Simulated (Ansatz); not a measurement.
## Band structure of Ti

```
CELL_PARAMETERS angstrom
2.95000 0.00000 0.00000
-1.47500 2.55477 0.00000
0.00000 0.00000 4.68600
ATOMIC_POSITIONS crystal
Ti 0.33333 0.66667 0.25000
Ti 0.66667 0.33333 0.75000
```

Atoms are numbered in the order listed.

The cell is COD entry 9008517, as deposited and not checked against the literature; nothing was relaxed.

Theory: DFT, PBE, all-electron LAPW, scalar-relativistic in Ansatz 0.2.0.

The runs use a Γ-centred 13×13×7 k mesh, Fermi–Dirac smearing of 0.08 eV, basis error target 0.5 meV/atom, no spin polarisation.

Points in fractions of the reciprocal vectors of this cell: Γ (0, 0, 0), M (0.5, 0, 0), K (0.333, 0.333, 0), A (0, 0, 0.5), L (0.5, 0, 0.5), H (0.333, 0.333, 0.5). The path joins them by straight lines in the order Γ–M–K–Γ–A–L–H–A–L; legs that retrace an earlier one aren't tabulated. Energies are in eV from the Fermi level.

List the levels at K between -14 and 0.5 eV.

-1.62, -1.36 (×2), -1.27, 0.24 (×2).

List the levels at Γ between -14 and 0.5 eV.

-6.14, -2.63.

List the levels at H between -14 and 0.5 eV.

-1.21 (×2), -1.04 (×2), -0.22 (×2).

What is the band gap?

none: bands cross the Fermi level, a metal.
